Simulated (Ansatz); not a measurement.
# Point defect: S vacancy in ZnS

Level of theory: Ansatz 0.2.0, DFT PBE, scalar-relativistic, plane waves, PAW. Settings: 420 eV cutoff, 2×2×2 k-mesh, Gaussian smearing of 0.01 eV, collinear spin in charge +1 alone.

Host crystal, relaxed:

```cif
data_structure
_symmetry_space_group_name_H-M 'P 1'
_symmetry_Int_Tables_number 1
_cell_length_a 3.8441
_cell_length_b 3.8441
_cell_length_c 6.3046
_cell_angle_alpha 90.000
_cell_angle_beta 90.000
_cell_angle_gamma 120.000
_cell_volume 80.68
loop_
_atom_site_label
_atom_site_type_symbol
_atom_site_fract_x
_atom_site_fract_y
_atom_site_fract_z
_atom_site_occupancy
Zn1 Zn 0.33333 0.66667 0.00027 1
Zn2 Zn 0.66667 0.33333 0.50027 1
S1 S 0.33333 0.66667 0.37473 1
S2 S 0.66667 0.33333 0.87473 1
```

Supercell of 16 atoms, rows in host cell vectors: 0 0 1; -2 -2 0; 2 0 0. Atoms relax at the host's cell, keeping the symmetry that the supercell leaves at the site. The cell is small, so energies carry finite-size errors of tenths of an eV. The host's Kohn–Sham gap is 2.08 eV. Atoms are taken from and returned to the elements' standard states. Charged cells are corrected for image charges with the computed static dielectric tensor (mean 9.2) and aligned with the host's potential at far atoms (alignment terms reach 1.67 eV; the program doubts the alignment in some charges, where it is up to 1.67 eV). No band-filling term is added, and the Fermi level counts from the host's valence band top.

Defect: S vacancy at (0.333, 0.667, 0.375) of the host cell.

Task: What is the formation energy of the neutral defect?

Result: 3.76 eV.

Task: Does the neutral defect carry a moment, and how do its surroundings relax?

Result: The neutral run had no spin polarisation, so a moment wasn't tested. The nearest neighbours before are 4 Zn at 2.36 Å; after relaxation the atoms near the site are 1 Zn at 1.69 Å, 3 Zn at 2.32 Å; the largest move is 0.72 Å.

Task: Charges +2, +1, 0 were computed. Which is stable where in the gap?

Result: Among the charges computed the stable one is +2 at the valence band top, changing to +1 at 1.06 eV, changing to 0 at 1.09 eV. In charge +1 the cell has partly filled bands: a level of the defect may be part filled, the carrier may sit in the host's bands, or levels may cross between the k points, so transitions that involve it are doubtful. Levels between neighbouring charges: (+2/+1) 1.06 eV, (+1/0) 1.09 eV.